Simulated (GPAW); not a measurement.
Wanted: an ASE script for a GPAW 26.7.0 run.

- Task: single point
- Functional: GLLB-SC
- Potentials or basis: the program's PAW data sets (release 1.2.1) made for this functional
- Cutoff: 450 eV
- Basis: pw
- k mesh: 9 × 9 × 9
- Occupations: fermi-dirac, width 0.01 eV
- Spin: no spin polarisation
- Maxiter: 150

Crystal: Au.

```
Au
1.0
     0.00000    2.03500    2.03500
     2.03500    0.00000    2.03500
     2.03500    2.03500    0.00000
Au
1
Direct
  0.00000 0.00000 0.00000
```

The input as run:

run.py

```python
from ase import Atoms
from ase.dft.bandgap import bandgap
from ase.io import write
from gpaw import GPAW, PW

atoms = Atoms(['Au'],
              cell=[[0.0, 2.035, 2.035],
                    [2.035, 0.0, 2.035],
                    [2.035, 2.035, 0.0]],
              scaled_positions=[[0.0, 0.0, 0.0]],
              pbc=True)

calc = GPAW(mode=PW(450),
            xc='GLLBSC',
            kpts={'size': (9, 9, 9), 'gamma': True},
            occupations={'name': 'fermi-dirac', 'width': 0.01},
            nbands=14,
            convergence={'density': 1e-05, 'energy': 1e-05},
            maxiter=150,
            txt='gpaw.txt')
atoms.calc = calc
energy = atoms.get_potential_energy()
calc.write('gs.gpw')
write('result.traj', atoms)
print('Fermi level:', round(calc.get_fermi_level(), 4), 'eV')
print(f'Gap: {bandgap(calc)[0]:.4f} eV, direct: {bandgap(calc, direct=True)[0]:.4f} eV')
```

Potentials or basis: the program's PAW data sets (release 1.2.1) made for this functional, pw.

Run with:

```bash
$ OMP_NUM_THREADS=1 python run.py
```

It gave:

* Band gap on the k mesh, Kohn-Sham part alone: none (metal or under the smearing width)

Caveat: a model potential gives levels but no total energy.

Wall time 7.4 s on 1 thread of Arm Neoverse V1 (shared host), peak memory 0.12 GiB.
